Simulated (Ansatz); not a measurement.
The cell is MgTe built on the wurtzite prototype; cell and atoms were relaxed with r2SCAN. Space group P6_3mc (No. 186), hexagonal; conventional cell a = 4.578 Å, c = 7.455 Å, 33.82 Å³ an atom. Mg is surrounded by 4 Te at 2.80 Å; Te is surrounded by 4 Mg at 2.80 Å.

```cif
data_structure
_symmetry_space_group_name_H-M 'P 1'
_symmetry_Int_Tables_number 1
_cell_length_a 4.5776
_cell_length_b 4.5776
_cell_length_c 7.4551
_cell_angle_alpha 90.000
_cell_angle_beta 90.000
_cell_angle_gamma 120.000
_cell_volume 135.29
loop_
_atom_site_label
_atom_site_type_symbol
_atom_site_fract_x
_atom_site_fract_y
_atom_site_fract_z
_atom_site_occupancy
Mg1 Mg 0.33333 0.66667 0.99939 1
Mg2 Mg 0.66667 0.33333 0.49939 1
Te1 Te 0.33333 0.66667 0.37561 1
Te2 Te 0.66667 0.33333 0.87561 1
```

The questions ask for values computed with the PAW code Ansatz on this geometry. Spin-unpolarised throughout; all numbers are computed.

(1) What gap does PBE give, and where are the band edges?

(2) Estimate the gap with r2SCAN on 6×6×4.

(3) What does HSE06 give for the gap (6×6×2 mesh)?

(4) What does G0W0@PBE with 403 empty bands, a screening cutoff of 120 eV and a 6×6×2 mesh give?

(5) Roughly how does the cost of the PBE0 run (6×6×2) compare with r2SCAN's (6×6×4)?

(6) How strongly does the crystal screen a field with clamped ions (r2SCAN)?

Answers

(1) With PBE the gap is 2.46 eV and direct, at Γ.

(2) The r2SCAN gap is indirect, 3.160 eV (K–Γ (0.98 of the way from K) to Γ), below the direct gap of 3.160 eV at Γ. Least and direct gap differ so little that the kind isn't settled. The gap differs by +0.70 eV from PBE's.

(3) The HSE06 gap is indirect, 3.317 eV (K–Γ (0.98 of the way from K) to Γ), below the direct gap of 3.317 eV at Γ. Least and direct gap differ so little that the kind isn't settled. The gap differs by +0.86 eV from PBE's.

(4) 3.67 eV (the shift on the mesh added to PBE's least gap). The quasiparticle gap on this mesh is 3.67 eV (direct at Γ), against 2.46 eV from PBE: +1.21 eV. Renormalisation factors Z lie between 0.75 and 0.80. No extrapolation in bands, cutoff or mesh was made for G0W0.

(5) About 13 times as much (5 core-minutes against 23 core-seconds, on 2 threads of Arm Neoverse V1 (shared host)).

(6) The clamped-ion dielectric constant comes out as 4.92 along x and y, 5.01 along z. Born charges, averaged over directions: Mg +1.92, Te -1.92 e.

Spin-orbit coupling is left out, which matters wherever the heavy atoms make up the band edges.

Where an edge lies off the special points, it is a point of the mesh or the k point where a search put PBE's edge or least direct gap, reused for the other functionals, whose own edges may lie a little apart.

The meshes of the hybrids are coarse, so their gaps aren't converged to the digits shown.
